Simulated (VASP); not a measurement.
# GaCo (Pm-3m) in VASP: phonons with PBE

Aim: the phonons of GaCo with PBE.

Everything below comes from runs of VASP 6.6.1. Logs are shortened: lines on timing, memory, paths and dates and some standing lists are left out, and cuts for length are marked.

**1. The crystal as given**

Symmetry: Pm-3m, No. 221, cubic system. The conventional cell has a = 2.882 Å, b = 2.882 Å, c = 2.882 Å, α = 90.00°, β = 90.00°, γ = 90.00°. Ga (site symmetry m-3m) is surrounded by 8 Co at 2.50 Å. Co (site symmetry m-3m) has 8 Ga at 2.50 Å as nearest neighbours.

**2. Phonons, PBE**

File INCAR:

```
SYSTEM = GaCo
  PREC = Accurate
  ENCUT = 520
  EDIFF = 1E-8
  ISMEAR = 0
  SIGMA = 0.2
  LREAL = .False.
  LASPH = .True.
  NELM = 100
  ALGO = Normal
  ISIF = 2
  LWAVE = .False.
  LCHARG = .False.
  GGA = PE
  NBANDS = 18
  IBRION = 8
  NSW = 1
```

File KPOINTS:

```
regular mesh
0
Gamma
  14 14 14
  0 0 0
```

File POSCAR:

```
GaCo
1.0
    2.8821047270      0.0000000000      0.0000000000
    0.0000000000      2.8821047270      0.0000000000
    0.0000000000      0.0000000000      2.8821047270
Ga Co
1 1
Direct
    0.5000000000      0.5000000000      0.5000000000
    0.0000000000      0.0000000000      0.0000000000
```

Potentials or basis: VASP PAW PBE potentials, release 64 (Ga_d, Co).

The run is started by

```sh
> cat potpaw_PBE.64/Ga_d/POTCAR potpaw_PBE.64/Co/POTCAR > POTCAR
> mpirun -np 1 vasp_std > vasp.out
```

OUTCAR:

```text
SYSTEM = GaCo
   PREC = Accurate
   ENCUT = 520
   EDIFF = 1E-8
   ISMEAR = 0
   LREAL = .False.
   LASPH = .True.
   NELM = 100
   ISIF = 2
   GGA = PE
   IBRION = 8
   NSW = 1

 ion  position               nearest neighbor table
   1  0.500  0.500  0.500-   2 2.50   2 2.50   2 2.50   2 2.50   2 2.50   2 2.50   2 2.50   2 2.50

   2  0.000  0.000  0.000-   1 2.50   1 2.50   1 2.50   1 2.50   1 2.50   1 2.50   1 2.50   1 2.50

  LATTYP: Found a simple cubic cell.
 ALAT       =     2.8821047270

  Lattice vectors:

 A1 = (   2.8821047270,   0.0000000000,   0.0000000000)
 A2 = (   0.0000000000,   2.8821047270,   0.0000000000)
 A3 = (   0.0000000000,   0.0000000000,   2.8821047270)

Analysis of symmetry for initial positions (statically):
=====================================================================
 Subroutine PRICEL returns:
 Original cell was already a primitive cell.

 Routine SETGRP: Setting up the symmetry group for a
 simple cubic supercell.

 Subroutine GETGRP returns: Found 48 space group operations
 (whereof 48 operations were pure point group operations)
 out of a pool of 48 trial point group operations.

The static configuration has the point symmetry O_h .

Analysis of symmetry for dynamics (positions and initial velocities):
=====================================================================
 Subroutine PRICEL returns:
 Original cell was already a primitive cell.

 Routine SETGRP: Setting up the symmetry group for a
 simple cubic supercell.

 Subroutine GETGRP returns: Found 48 space group operations
 (whereof 48 operations were pure point group operations)
 out of a pool of 48 trial point group operations.

The dynamic configuration has the point symmetry O_h .

 Subroutine INISYM returns: Found 48 space group operations
 (whereof 48 operations are pure point group operations),
 and found     1 'primitive' translations

----------------------------------------------------------------------------------------

                                     Primitive cell

  volume of cell :      23.9403

  direct lattice vectors                    reciprocal lattice vectors
     2.882104727  0.000000000  0.000000000     0.346968655  0.000000000  0.000000000
     0.000000000  2.882104727  0.000000000     0.000000000  0.346968655  0.000000000
     0.000000000  0.000000000  2.882104727     0.000000000  0.000000000  0.346968655

  length of vectors
     2.882104727  2.882104727  2.882104727     0.346968655  0.346968655  0.346968655

  position of ions in fractional coordinates (direct lattice)
     0.500000000  0.500000000  0.500000000
     0.000000000  0.000000000  0.000000000

  ion indices of the primitive-cell ions
   primitive index   ion index
                 1           1
                 2           2

----------------------------------------------------------------------------------------

 KPOINTS: regular mesh

Automatic generation of k-mesh.
 Grid dimensions read from file:
 generate k-points for:   14   14   14

 Generating k-lattice:

  Cartesian coordinates                     Fractional coordinates (reciprocal lattice)
     0.024783475  0.000000000  0.000000000     0.071428571  0.000000000  0.000000000
[... 73 lines left out ...]
   EFERMI =   0.00;   METHOD = LEGACY
   ISMEAR =     0;   SIGMA  =   0.20  broadening in eV -4-tet -1-fermi 0-gaus
   EFERMI_NEDOS =   21; number of points for ismear=-14 and -15
   IALGO  =     38    algorithm
   IMIX   =      4    mixing-type and parameters
     AMIX     =   0.40;   BMIX     =  1.00
     AMIX_MAG =   1.60;   BMIX_MAG =  1.00
  volume/ion in A,a.u.               =      11.97        80.78
  Fermi-wavevector in a.u.,A,eV,Ry     =   1.591620  3.007725 34.467002  2.533253
  Thomas-Fermi vector in A             =   2.690132
   LORBIT       =      0    0 simple, 1 ext, 2 COOP (PROOUT), +10 PAW based schemes
   GGA     = PE    functional components
   LHFCALC =     F    Hartree Fock is set to
   AEXX    =    0.0000 exact exchange contribution
   IVDW    =     0    specifies the selected vdW correction
   LEPSILON=     F    determine dielectric tensor
   LRPA    =     F    only Hartree local field effects (RPA)
 non-spin polarized calculation
 Gauss-broadening in eV      SIGMA  =   0.20
  energy-cutoff  :      520.00
  volume of cell :       23.94
 maximum number of plane-waves:       660
 NGX is ok and might be reduce to    24
   NGX = 11   NGY = 11   NGZ = 11

--------------------------------------- Ionic step        1  -------------------------------------------

 number of electron      22.0000019 magnetization

 Free energy of the ion-electron system (eV)
  ---------------------------------------------------
  ext. energy  EPLUGINS =         0.00000000
  ---------------------------------------------------
  free energy    TOTEN  =       -10.49069724 eV

  energy without entropy =      -10.46515714  energy(sigma->0) =      -10.47792719

 E-fermi :   9.7158     XC(G=0): -13.1648

 val. band max:        9.6991691609   @ k =   0.5000   0.3571   0.0714
 cond. band min:       9.7383134737   @ k =   0.5000   0.4286   0.2143
 fundamental gap:      0.0391443127
 Fermi energy:         9.7158119843

 k-point     1 :       0.0000    0.0000    0.0000
  band No.  band energies     occupation
      1      -5.4389      2.00000
      2      -5.4389      2.00000
      3      -5.0965      2.00000
      4      -5.0965      2.00000
      5      -5.0965      2.00000
      6      -2.3115      2.00000
[... 481 lines left out ...]
      5      -5.1278      2.00000
      6       0.8292      2.00000
[... 10 lines left out ...]
     17      25.5036      0.00000
     18      26.4183      0.00000

 [... further k-points ...]
[... 5 lines left out ...]
  --------------------------------------------------------------------------------------
  -------------------------------------------------------------------------------------
  Total        0.0345351      0.0345351      0.0345351      0.0000000     -0.0000000     -0.0000000
  in kB        2.3112245      2.3112245      2.3112245      0.0000000     -0.0000000     -0.0000000
  external PRESSURE =       2.3112245 kB  Pullay stress =       0.0000000 kB

 VOLUME and BASIS-vectors are now :
 -----------------------------------------------------------------------------
  energy-cutoff  :      520.00
  volume of cell :       23.94
      direct lattice vectors                 reciprocal lattice vectors
     2.882104727  0.000000000  0.000000000     0.346968655  0.000000000  0.000000000
     0.000000000  2.882104727  0.000000000     0.000000000  0.346968655  0.000000000
     0.000000000  0.000000000  2.882104727     0.000000000  0.000000000  0.346968655

 POSITION                                       TOTAL-FORCE (eV/Angst)
 -----------------------------------------------------------------------------------
      1.44105      1.44105      1.44105         0.000000      0.000000      0.000000
      0.00000      0.00000      0.00000         0.000000      0.000000      0.000000
 -----------------------------------------------------------------------------------
    total drift:                                0.000000      0.000000     -0.000000

  FREE ENERGIE OF THE ION-ELECTRON SYSTEM (eV)
  ---------------------------------------------------
  free  energy   TOTEN  =       -10.4906972394 eV

  energy  without entropy=      -10.4651571381  energy(sigma->0) =      -10.47792719

[... ionic steps 2 to 3 ...]

--------------------------------------- Ionic step        4  -------------------------------------------

------------------------ aborting loop because EDIFF is reached ----------------------------------------

[... ionic steps 5 to 6 ...]

--------------------------------------- Ionic step        7  -------------------------------------------

 Free energy of the ion-electron system (eV)
  ---------------------------------------------------
  ---------------------------------------------------
  free energy    TOTEN  =        -0.16801032 eV

  energy without entropy =       -0.16801032

------------------------ aborting loop because EDIFF is reached ----------------------------------------

 INTERNAL STRAIN TENSOR  FOR ION    2  DIRECTION 1   (eV/Angst):
 -----------------------------------------------------------------------------
     0.01392  0.00000  0.00000
     0.00000  0.01313  0.00000
    -0.00000  0.00000  0.01313

 INTERNAL STRAIN TENSOR FOR ION    2 for displacements in x,y,z  (eV/Angst):
          X           Y           Z          XY          YZ          ZX
  --------------------------------------------------------------------------------
  x     0.00000     0.00000     0.00000     0.00000     0.00000     0.00000
  y     0.00000     0.00000     0.00000     0.00000     0.00000     0.00000
  z     0.00000     0.00000     0.00000     0.00000     0.00000     0.00000

 SECOND DERIVATIVES (NOT SYMMETRIZED)
 ------------------------------------
               1X          1Y          1Z          2X          2Y          2Z
  1X    -6.175405    0.000000    0.000000    6.175405   -0.000000   -0.000000
  1Y     0.000000   -6.175405   -0.000000   -0.000000    6.175405    0.000000
  1Z     0.000000   -0.000000   -6.175405   -0.000000    0.000000    6.175405
  2X     6.140736   -0.000000   -0.000000   -6.140736    0.000000    0.000000
  2Y    -0.000000    6.140736   -0.000000    0.000000   -6.140736    0.000000
  2Z    -0.000000   -0.000000    6.140736    0.000000    0.000000   -6.140736

 Eigenvectors and eigenvalues of the dynamical matrix
 ----------------------------------------------------

   1 f  =    6.863884 THz    43.127055 2PiTHz  228.954525 cm-1    28.386730 meV
             X         Y         Z           dx          dy          dz
      1.441052  1.441052  1.441052     0.677838   -0.000000    0.000000
      0.000000  0.000000  0.000000    -0.735211    0.000000    0.000000
[... 21 lines left out ...]
   6 f/i=    0.009629 THz     0.060499 2PiTHz    0.321181 cm-1     0.039821 meV
             X         Y         Z           dx          dy          dz
      1.441052  1.441052  1.441052    -0.735211    0.000000   -0.000000
      0.000000  0.000000  0.000000    -0.677838   -0.000000    0.000000

--------------------------------------------------------------------------------------------------------

 ELASTIC MODULI CONTR FROM IONIC RELAXATION (kBar)
 Direction    XX          YY          ZZ          XY          YZ          ZX
 --------------------------------------------------------------------------------
 XX           0.0000      0.0000      0.0000      0.0000      0.0000      0.0000
 YY           0.0000      0.0000      0.0000      0.0000      0.0000      0.0000
 ZZ           0.0000      0.0000      0.0000      0.0000      0.0000      0.0000
 XY           0.0000      0.0000      0.0000      0.0000      0.0000      0.0000
 YZ           0.0000      0.0000      0.0000      0.0000      0.0000      0.0000
 ZX           0.0000      0.0000      0.0000      0.0000      0.0000      0.0000
 --------------------------------------------------------------------------------
```

Run time: 2.4 min. Hardware: 1 thread of Intel Xeon 6975P-C (Granite Rapids), shared host; peak memory 0.41 GiB.

What came out:

* Highest phonon frequency at Γ, LO-TO splitting left out: 229 cm⁻¹

Phonon frequencies in cm⁻¹ (negative: imaginary):
| q point | frequencies |
| --- | --- |
| (0.000, 0.000, 0.000) | 0 0 0 229 229 229 |
